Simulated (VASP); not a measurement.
# CoO (P3m1) in VASP: further runs

Runs on CoO. Level: PBE. Tasks: single point.

Everything below comes from runs of VASP 6.6.1. Logs are shortened: lines on timing, memory, paths and dates and some standing lists are left out, and cuts for length are marked.

### Step 1. The structure

Symmetry: P6_3mc, No. 186, hexagonal system. Conventional cell: a = 3.198 Å, b = 3.198 Å, c = 5.229 Å, α = 90.00°, β = 90.00°, γ = 120.00°. Co (site symmetry 3m) has 4 O at 1.93 to 1.97 Å as nearest neighbours. O (site symmetry 3m) is surrounded by 4 Co at 1.93 to 1.97 Å.

Measurements of this composition are mostly on another form, of space group No. 225.

### Step 2. Single point, PBE, collinear spin, ferromagnetic start

INCAR reads:

```
PREC = Accurate
ENCUT = 450
EDIFF = 1E-6
ISMEAR = 0
SIGMA = 0.5
LREAL = F
LASPH = T
NELM = 100
ALGO = Normal
ISIF = 2
LWAVE = F
LCHARG = F
ISPIN = 2
MAGMOM = 2 2 0 0
LORBIT = 11
LMAXMIX = 4
GGA = PE
NBANDS = 27
ADDGRID = F
```

KPOINTS reads:

```
Automatic mesh
0
Gamma
  5 5 3
```

POSCAR reads:

```
CoO
1.0
    3.1976457435      0.0000000000      0.0000000000
   -1.5988228718      2.7692424462      0.0000000000
    0.0000000000      0.0000000000      5.2287097100
Co O
2 2
Direct
    0.3333333333      0.6666666667      0.5033624100
    0.0000000000      0.0000000000      0.0034741400
    0.3333333333      0.6666666667      0.8715556000
    0.0000000000      0.0000000000      0.3716088500
```

Potentials or basis: VASP PAW PBE potentials, release 64 (Co, O).

The run is started by

```console
$ cat potpaw_PBE.64/Co/POTCAR potpaw_PBE.64/O/POTCAR > POTCAR
$ mpirun -np 1 vasp_std > vasp.out
```

OUTCAR:

```text
PREC = Accurate
   ENCUT = 450
   EDIFF = 1E-6
   ISMEAR = 0
   LREAL = F
   LASPH = T
   NELM = 100
   ISIF = 2
   ISPIN = 2
   LORBIT = 11
   GGA = PE

 Found     12 irreducible k-points:

 Following reciprocal coordinates:
            Coordinates               Weight
  0.000000  0.000000  0.000000      1.000000
  0.200000  0.000000  0.000000      6.000000
  0.400000  0.000000  0.000000      6.000000
  0.200000  0.200000  0.000000      6.000000
  0.400000  0.200000  0.000000      6.000000
  0.000000  0.000000  0.333333      2.000000
   k-points           NKPTS =     12   k-points in BZ     NKDIM =     12   number of bands    NBANDS=     27
   number of dos      NEDOS =    301   number of ions     NIONS =      4
   total plane-waves  NPLWV =  20736
   dimension x,y,z NGX =    24 NGY =   24 NGZ =   36
   dimension x,y,z NGXF=    48 NGYF=   48 NGZF=   72
   ions per type =               2   2
   NGX,Y,Z   is equivalent  to a cutoff of  12.48, 12.48, 11.45 a.u.
   NGXF,Y,Z  is equivalent  to a cutoff of  24.96, 24.96, 22.89 a.u.
 SYSTEM =  unknown system
   PREC   = accura    normal or accurate (medium, high low for compatibility)
   ISTART =      0    job   : 0-new  1-cont  2-samecut
   ICHARG =      2    charge: 1-file 2-atom 10-const
   ISPIN  =      2    spin polarized calculation?
   LNONCOLLINEAR =      F non collinear calculations
   LSORBIT =      F    spin-orbit coupling
   LASPH  =      T    aspherical Exc in radial PAW
   ENCUT  =  450.0 eV  33.07 Ry    5.75 a.u.   5.53  5.53  9.04*2*pi/ulx,y,z
   NELM   =    100;   NELMIN=  2; NELMDL= -5     # of ELM steps
   EDIFF  = 0.1E-05   stopping-criterion for ELM
   LREAL  =      F    real-space projection
   EDIFFG = 0.1E-04   stopping-criterion for IOM
   NSW    =      0    number of steps for IOM
   IBRION =     -1    ionic relax: 0-MD 1-quasi-New 2-CG
   NFREE  =      0    steps in history (QN), initial steepest desc. (CG)
   ISIF   =      2    stress and relaxation
   ISYM   =      2    0-nonsym 1-usesym 2-fastsym
   POTIM  = 0.5000    time-step for ionic-motion
   TEBEG  =    0.0;   TEEND  =   0.0 temperature during run
   PSTRESS=    0.0 pullay stress
   NELECT =      30.0000    total number of electrons
   NUPDOWN=      -1.0000    fix difference up-down
   EMIN   =  10.00;   EMAX   =-10.00  energy-range for DOS
   EFERMI =   0.00;   METHOD = LEGACY
   ISMEAR =     0;   SIGMA  =   0.50  broadening in eV -4-tet -1-fermi 0-gaus
   EFERMI_NEDOS =   21; number of points for ismear=-14 and -15
   IALGO  =     38    algorithm
   IMIX   =      4    mixing-type and parameters
     AMIX     =   0.40;   BMIX     =  1.00
     AMIX_MAG =   1.60;   BMIX_MAG =  1.00
  volume/ion in A,a.u.               =      11.58        78.11
  Fermi-wavevector in a.u.,A,eV,Ry     =   1.416620  2.677023 27.304329  2.006812
  Thomas-Fermi vector in A             =   2.537935
   LORBIT       =     11    0 simple, 1 ext, 2 COOP (PROOUT), +10 PAW based schemes
   GGA     = PE    functional components
   LHFCALC =     F    Hartree Fock is set to
   AEXX    =    0.0000 exact exchange contribution
   IVDW    =     0    specifies the selected vdW correction
   LEPSILON=     F    determine dielectric tensor
   LRPA    =     F    only Hartree local field effects (RPA)
 spin polarized calculation
 Gauss-broadening in eV      SIGMA  =   0.50
  energy-cutoff  :      450.00
  volume of cell :       46.30
 maximum number of plane-waves:      1020
 NGX is ok and might be reduce to    24
   NGX = 11   NGY = 11   NGZ = 19

 number of electron      30.0000009 magnetization       5.5828754

 Free energy of the ion-electron system (eV)
  ---------------------------------------------------
  ext. energy  EPLUGINS =         0.00000000
  ---------------------------------------------------
  free energy    TOTEN  =       -26.84849785 eV

  energy without entropy =      -26.36027871  energy(sigma->0) =      -26.60438828

 E-fermi :   6.0219     XC(G=0): -11.1385

 val. band max:        6.0102096442   @ k =   0.4000   0.2000   0.3333
 cond. band min:       6.0363482866   @ k =   0.4000   0.0000   0.3333
 fundamental gap:      0.0261386423
 Fermi energy:         6.0219001808

 spin component 1

 k-point     1 :       0.0000    0.0000    0.0000
  band No.  band energies     occupation
      1     -14.0174      1.00000
      2     -13.3902      1.00000
      3      -1.0251      1.00000
      4      -0.2411      1.00000
      5      -0.0569      1.00000
      6      -0.0569      1.00000
[... 19 lines left out ...]
     26      20.7719      0.00000
     27      22.2105      0.00000

 k-point     2 :       0.2000    0.0000    0.0000
  band No.  band energies     occupation
      1     -13.8308      1.00000
      2     -13.3139      1.00000
      3      -0.7083      1.00000
      4      -0.4508      1.00000
      5      -0.1142      1.00000
      6       0.0476      1.00000
[... 19 lines left out ...]
     26      20.8375      0.00000
     27      21.3447      0.00000

 k-point     3 :       0.4000    0.0000    0.0000
  band No.  band energies     occupation
      1     -13.4837      1.00000
      2     -13.2210      1.00000
      3      -0.8752      1.00000
      4      -0.5308      1.00000
      5       0.0228      1.00000
      6       0.1870      1.00000
[... 19 lines left out ...]
     26      20.0222      0.00000
     27      22.5158      0.00000

 k-point     4 :       0.2000    0.2000    0.0000
  band No.  band energies     occupation
      1     -13.5604      1.00000
      2     -13.2317      1.00000
      3      -0.6996      1.00000
      4      -0.4119      1.00000
      5       0.0531      1.00000
      6       0.0700      1.00000
[... 19 lines left out ...]
     26      20.8796      0.00000
     27      22.1826      0.00000

 k-point     5 :       0.4000    0.2000    0.0000
  band No.  band energies     occupation
      1     -13.3444      1.00000
      2     -13.2263      1.00000
      3      -0.5049      1.00000
      4      -0.4876      1.00000
      5       0.0359      1.00000
      6       0.1105      1.00000
[... 19 lines left out ...]
     26      19.5402      0.00000
     27      21.8979      0.00000

 k-point     6 :       0.0000    0.0000    0.3333
  band No.  band energies     occupation
      1     -13.8639      1.00000
      2     -13.5495      1.00000
      3      -0.9918      1.00000
      4      -0.6026      1.00000
      5       0.0095      1.00000
      6       0.0095      1.00000
[... 19 lines left out ...]
     26      20.0987      0.00000
     27      23.3823      0.00000

 [... further k-points ...]

 spin component 2

 k-point     1 :       0.0000    0.0000    0.0000
  band No.  band energies     occupation
      1     -13.5061      1.00000
      2     -12.8468      1.00000
      3      -0.5429      1.00000
      4       0.9795      1.00000
      5       1.1189      1.00000
      6       1.1189      1.00000
[... 19 lines left out ...]
     26      21.2681      0.00000
     27      23.0681      0.00000

 k-point     2 :       0.2000    0.0000    0.0000
  band No.  band energies     occupation
      1     -13.3110      1.00000
      2     -12.7663      1.00000
      3      -0.1853      1.00000
      4       0.4610      1.00000
      5       0.8778      1.00000
      6       1.1031      1.00000
[... 19 lines left out ...]
     26      21.5129      0.00000
     27      21.8435      0.00000

 k-point     3 :       0.4000    0.0000    0.0000
  band No.  band energies     occupation
      1     -12.9457      1.00000
      2     -12.6683      1.00000
      3      -0.2303      1.00000
      4       0.0869      1.00000
      5       0.6111      1.00000
      6       1.2275      1.00000
[... 19 lines left out ...]
     26      20.6257      0.00000
     27      23.2925      0.00000

 k-point     4 :       0.2000    0.2000    0.0000
  band No.  band energies     occupation
      1     -13.0270      1.00000
      2     -12.6793      1.00000
      3       0.0192      1.00000
      4       0.2480      1.00000
      5       0.6404      1.00000
      6       1.0431      1.00000
[... 19 lines left out ...]
     26      21.4106      0.00000
     27      22.9397      0.00000

 k-point     5 :       0.4000    0.2000    0.0000
  band No.  band energies     occupation
      1     -12.7984      1.00000
      2     -12.6738      1.00000
      3       0.0211      1.00000
      4       0.1905      1.00000
      5       0.7959      1.00000
      6       0.9062      1.00000
[... 19 lines left out ...]
     26      20.1868      0.00000
     27      22.6659      0.00000

 k-point     6 :       0.0000    0.0000    0.3333
  band No.  band energies     occupation
      1     -13.3459      1.00000
      2     -13.0157      1.00000
      3      -0.3180      1.00000
      4       0.4063      1.00000
      5       1.1534      1.00000
      6       1.1534      1.00000
[... 19 lines left out ...]
     26      20.6373      0.00000
     27      23.9358      0.00000

 [... further k-points ...]

------------------------ aborting loop because EDIFF is reached ----------------------------------------

  FORCE on cell =-STRESS in cart. coord.  units (eV):
  Direction    XX          YY          ZZ          XY          YZ          ZX
  --------------------------------------------------------------------------------------
  -------------------------------------------------------------------------------------
  Total       -0.8867422     -0.8867422      0.6233049      0.0000000      0.0000000      0.0000000
  in kB      -30.6847162    -30.6847162     21.5687637      0.0000000      0.0000000      0.0000000
  external PRESSURE =     -13.2668896 kB  Pullay stress =       0.0000000 kB

 VOLUME and BASIS-vectors are now :
 -----------------------------------------------------------------------------
  energy-cutoff  :      450.00
  volume of cell :       46.30
      direct lattice vectors                 reciprocal lattice vectors
     3.197645743  0.000000000  0.000000000     0.312730077  0.180554794  0.000000000
    -1.598822872  2.769242446  0.000000000     0.000000000  0.361109588  0.000000000
     0.000000000  0.000000000  5.228709710     0.000000000  0.000000000  0.191251773

 POSITION                                       TOTAL-FORCE (eV/Angst)
 -----------------------------------------------------------------------------------
     -0.00000      1.84616      2.63194        -0.000000      0.000000     -0.249480
      0.00000      0.00000      0.01817         0.000000     -0.000000     -0.255114
     -0.00000      1.84616      4.55711         0.000000     -0.000000      0.252348
      0.00000      0.00000      1.94303        -0.000000     -0.000000      0.252246
 -----------------------------------------------------------------------------------
    total drift:                               -0.000000     -0.000001     -0.002020

  FREE ENERGIE OF THE ION-ELECTRON SYSTEM (eV)
  ---------------------------------------------------
  free  energy   TOTEN  =       -26.8484978540 eV

  energy  without entropy=      -26.3602787124  energy(sigma->0) =      -26.60438828

 total charge

# of ion       s       p       d       tot
------------------------------------------
    1        0.346   0.437   7.188   7.971
    2        0.346   0.436   7.187   7.970
    3        1.562   3.441   0.000   5.003
    4        1.562   3.441   0.000   5.003
--------------------------------------------------
tot          3.817   7.755  14.375  25.947

 magnetization (x)

# of ion       s       p       d       tot
------------------------------------------
    1        0.015   0.051   2.342   2.409
    2        0.015   0.051   2.343   2.409
    3        0.020   0.269   0.000   0.290
    4        0.020   0.269   0.000   0.290
--------------------------------------------------
tot          0.072   0.641   4.685   5.397
```

It took 15 s on 1 thread of Intel Xeon 6975P-C (Granite Rapids), shared host; peak memory 0.17 GiB.

These settings aren't checked as converged: the numbers below hold their error.

What came out:

```
Free energy                                           : -26.8485 eV
Largest force                                         : 0.255 eV/Å
Band gap on the k mesh                                : none (metal or under the smearing width)
Net moment                                            : 5.58 μB per cell
Site moments                                          : Co +2.41; O +0.29 μB
Valence electrons inside the program's atomic spheres : Co 7.97; O 5.00
```

Caveat: the k mesh is coarse (spacing up to 0.45 Å⁻¹), so the values aren't converged; the cutoff is under 1.25 times the usual one of these potentials, so pressure, stress and relaxed cells hold a basis-set (Pulay) error; semilocal functionals often make such compounds metallic where correlation or magnetic order opens a gap, which also shifts bond lengths.

### Step 3. Single point, PBE, collinear spin, ferromagnetic start

INCAR is that of step 2.

KPOINTS is that of step 2.

POSCAR reads:

```
CoO
1.0
    3.1976457435      0.0000000000      0.0000000000
   -1.5988228718      2.7692424462      0.0000000000
    0.0000000000      0.0000000000      5.2287097100
Co O
2 2
Direct
    0.3365030000      0.6381030000      0.5003980000
    0.0481210000      0.0161470000     -0.0014250000
    0.3062570000      0.6452830000      0.8672390000
    0.0541720000      0.0112240000      0.3867870000
```

Potentials or basis: VASP PAW PBE potentials, release 64 (Co, O).

The run is started by

```console
$ cat potpaw_PBE.64/Co/POTCAR potpaw_PBE.64/O/POTCAR > POTCAR
$ mpirun -np 1 vasp_std > vasp.out
```

Wall time 34 s (1 thread of Intel Xeon 6975P-C (Granite Rapids), shared host); peak memory 0.2 GiB.

The run converged, but some of its settings lie outside the range that counts as converged, so its numbers aren't taken as properties of the crystal.

Results:

```yaml
Free_energy: -26.6519 eV
Largest_force: 1.313 eV/Å
Band_gap_on_the_k_mesh: none (metal or under the smearing width)
Net_moment: 5.47 μB per cell
Site_moments: Co +2.36; O +0.29, +0.28 μB
Valence_electrons_inside_the_program's_atomic_spheres: Co 8.05, 7.97; O 5.01
```

Caveat: the k mesh is coarse (spacing up to 0.45 Å⁻¹), so the values aren't converged; the cutoff is under 1.25 times the usual one of these potentials, so pressure, stress and relaxed cells hold a basis-set (Pulay) error; semilocal functionals often make such compounds metallic where correlation or magnetic order opens a gap, which also shifts bond lengths.

### Step 4. Single point, PBE, collinear spin, ferromagnetic start

Changes to INCAR since step 3:

```diff
@@ -4,3 +4,3 @@
 ISMEAR = 0
-SIGMA = 0.5
+SIGMA = 0.2
 LREAL = F
```

KPOINTS is that of step 3.

POSCAR reads:

```
CoO
1.0
    3.1976457435      0.0000000000      0.0000000000
   -1.5988228718      2.7692424462      0.0000000000
    0.0000000000      0.0000000000      5.2287097100
Co O
2 2
Direct
    0.3333333333      0.6666666667      0.5033624100
    0.0000000000      0.0000000000      0.0034741400
    0.3333333333      0.6666666667      0.8715556000
    0.0000000000      0.0000000000      0.3716088500
```

The run is started by

```console
$ cat potpaw_PBE.64/Co/POTCAR potpaw_PBE.64/O/POTCAR > POTCAR
$ mpirun -np 1 vasp_std > vasp.out
```

It took 15 s on 1 thread of Intel Xeon 6975P-C (Granite Rapids), shared host; peak memory 0.17 GiB.

These settings aren't checked as converged: the numbers below hold their error.

What came out:

```
Free energy                                           : -26.6545 eV
Largest force                                         : 0.300 eV/Å
Band gap on the k mesh                                : none (metal or under the smearing width)
Net moment                                            : 5.76 μB per cell
Site moments                                          : Co +2.47; O +0.30 μB
Valence electrons inside the program's atomic spheres : Co 7.97; O 5.01
```

Caveat: the k mesh is coarse (spacing up to 0.45 Å⁻¹), so the values aren't converged; the cutoff is under 1.25 times the usual one of these potentials, so pressure, stress and relaxed cells hold a basis-set (Pulay) error; semilocal functionals often make such compounds metallic where correlation or magnetic order opens a gap, which also shifts bond lengths.

### Step 5. The reference run

An earlier run on the cell as given: functional PBE; potentials or basis VASP PAW PBE potentials, release 64 (Co, O); cutoff 520 eV; k mesh 10 × 10 × 5; occupations fermi-dirac, width 0.05 eV; collinear spin, ferromagnetic start; starting moments [2.0, 2.0, 0.0, 0.0] μB.

- Pressure: 1.4 GPa
- Largest force: 0.310 eV/Å
- Band gap on the k mesh: none (metal or under the smearing width)
- Net moment: 5.85 μB per cell
- Site moments: Co +2.50; O +0.31 μB
- Valence electrons inside the program's atomic spheres: Co 7.97; O 5.00
